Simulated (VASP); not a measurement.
Write the native input for VASP 6.6.1 that does the following.

```
Task                   : single point
Functional             : PBEsol
Potentials or basis    : VASP PAW PBE potentials, release 64 (Pd)
Cutoff                 : 520 eV
k mesh                 : 18 × 18 × 18
Occupations            : gaussian, width 0.5 eV
Spin                   : no spin polarisation
Further INCAR settings : ALGO = Fast; EDIFF = 1e-06; NBANDS = 11
```

The structure of Pd lies in POSCAR:

```
Pd
1.0
    0.0000000000      1.9362400000      1.9362400000
    1.9362400000      0.0000000000      1.9362400000
    1.9362400000      1.9362400000      0.0000000000
Pd
1
Direct
    0.0000000000      1.0000000000      1.0000000000
```

One way to write it, as run:

INCAR

```
PREC = Accurate
ENCUT = 520
EDIFF = 1E-6
ISMEAR = 0
SIGMA = 0.5
LREAL = F
LASPH = T
NELM = 80
ALGO = Fast
ISIF = 2
LWAVE = F
LCHARG = F
GGA = PS
NBANDS = 11
```

KPOINTS

```
regular mesh
0
Gamma
  18 18 18
```

Potentials or basis: VASP PAW PBE potentials, release 64 (Pd).

Launch:

```console
$ cat potpaw_PBE.64/Pd/POTCAR > POTCAR
$ mpirun -np 1 vasp_std > vasp.out
```

Results of the run:

```json
{
  "Pressure": "1.1 GPa",
  "Band gap on the k mesh": "none (metal or under the smearing width)"
}
```

Caveat: the PAW data sets were made with another functional, which shifts forces and pressure a little.

Wall time 13 s on 1 thread of Intel(R) Xeon(R) 6975P-C (Granite Rapids), on a shared host, peak memory 0.14 GiB.
